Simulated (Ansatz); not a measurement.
A run of Ansatz 0.2.0 is set up as follows.

The input input.yaml:

```yaml
crystal:
  lattice:
    - [0.0, 3.0702711986, 3.0702711986]
    - [3.0702711986, 0.0, 3.0702711986]
    - [3.0702711986, 3.0702711986, 0.0]
  atoms:
    - { symbol: Cd, position: [0.0, 0.0, 0.0] }
    - { symbol: Se, position: [0.25, 0.25, 0.25] }
hamiltonian:
  xc:
    exchange: hjs_pbesol
    correlation: pbesol
    exx: { coeff: 0.25, omega: 0.207 }
  pseudopotentials: { kind: paw }
kpoints:
  mp_grid: { grid: [4, 4, 4] }
  band_path:
    path:
      - [[0.0, 0.0, 0.0], [0.5, 0.0, 0.5], [0.5, 0.25, 0.75], [0.375, 0.375, 0.75], [0.0, 0.0, 0.0], [0.5, 0.5, 0.5], [0.625, 0.25, 0.625], [0.5, 0.25, 0.75], [0.5, 0.5, 0.5], [0.375, 0.375, 0.75]]
      - [[0.625, 0.25, 0.625], [0.5, 0.0, 0.5]]
    npoints: 4
scf:
  occupations: { method: fermi_dirac, width: 0.05 }
  n_extra_bands: 6
output:
  forces: true
  stress: true
  eigenvalues: true
  fatbands: false
```

Potentials or basis: Ansatz PAW.

Launch:

```sh
$ ansatz run input.yaml --threads 2 --pin off --max-ram 5632MiB --backend cpu --events-out ev --progress --plain --runs-dir out
```

Problem. Predict the pressure.

Solution. -1.7 GPa.

Problem. Estimate the band gap on the k mesh.

Solution. 1.35 eV, direct.

Problem. Predict the band gap along the path.

Solution. 1.35 eV, direct.

Levels at the corners of the path, in eV from the valence-band top:
| point | band 15 | band 16 | band 17 | band 18 | band 19 | band 20 | band 21 | band 22 |
| --- | --- | --- | --- | --- | --- | --- | --- | --- |
| Γ | -8.75 | 0.00 | 0.00 | 0.00 | 1.35 | 6.89 | 6.89 | 6.89 |
| X | -8.36 | -4.26 | -1.90 | -1.90 | 3.86 | 4.62 | 10.03 | 11.31 |
| W | -8.24 | -4.11 | -2.33 | -2.24 | 5.98 | 6.04 | 7.40 | 8.41 |
| K | -8.28 | -4.16 | -2.60 | -1.55 | 4.52 | 6.06 | 9.11 | 9.62 |
| Γ | -8.75 | 0.00 | 0.00 | 0.00 | 1.35 | 6.89 | 6.89 | 6.89 |
| L | -8.44 | -4.55 | -0.77 | -0.77 | 3.22 | 7.37 | 7.37 | 8.26 |
| U | -8.28 | -4.16 | -2.60 | -1.55 | 4.52 | 6.06 | 9.11 | 9.62 |
| W | -8.24 | -4.11 | -2.33 | -2.24 | 5.98 | 6.04 | 7.40 | 8.41 |
| L | -8.44 | -4.55 | -0.77 | -0.77 | 3.22 | 7.37 | 7.37 | 8.26 |
| K | -8.28 | -4.16 | -2.60 | -1.55 | 4.52 | 6.06 | 9.11 | 9.62 |
| U | -8.28 | -4.16 | -2.60 | -1.55 | 4.52 | 6.06 | 9.11 | 9.62 |
| X | -8.36 | -4.26 | -1.90 | -1.90 | 3.86 | 4.62 | 10.03 | 11.31 |

Caveat: the k mesh is coarse (spacing up to 0.44 Å⁻¹), so the values aren't converged, least of all with exact exchange; the PAW data sets come from PBE, with cores solved anew for the run's functional, which leaves a small shift of forces and pressure; the thresholds are loose for stress.
